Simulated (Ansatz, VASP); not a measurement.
## Br: VASP beside Ansatz

```
Br
1.0
     2.88479   -1.86312    0.00000
     2.88479    1.86312    0.00000
     0.00000    0.00000    8.17137
Br
4
Direct
  0.17815 0.82185 0.12192
  0.67815 0.32185 0.37808
  0.82185 0.17815 0.87808
  0.32185 0.67815 0.62192
```

Alike in both runs: functional PBE; dispersion D3(BJ); k mesh 8 × 8 × 4; occupations gaussian, width 0.02 eV; no spin polarisation.

Ansatz relaxed the structure, and its values are those at the end. VASP's run is a single point on that final structure, the one shown.

```csv
,VASP,Ansatz
version,VASP 6.6.1,Ansatz 0.2.0
potentials or method,"VASP PAW PBE potentials, release 64 (Br)","scalar-relativistic, plane waves, PAW"
plane-wave cutoff (eV),520,420
valence electrons in the cell,28,28
```

Ansatz gave:

* gap on the k mesh at the Fermi level (eV): 0.84
* least direct gap on the mesh (eV): 1.33
* pressure (GPa): 12.0
* rms of the force components (eV/Å): 0.002

Question: Estimate VASP's values.

Answer: gap on the k mesh at the Fermi level (eV): 0.84; least direct gap on the mesh (eV): 1.33; pressure (GPa): 12.0; rms of the force components (eV/Å): 0.004.

A k mesh can miss the band edges. Expect the measured gap to be larger: semilocal functionals such as PBE lack the derivative discontinuity.
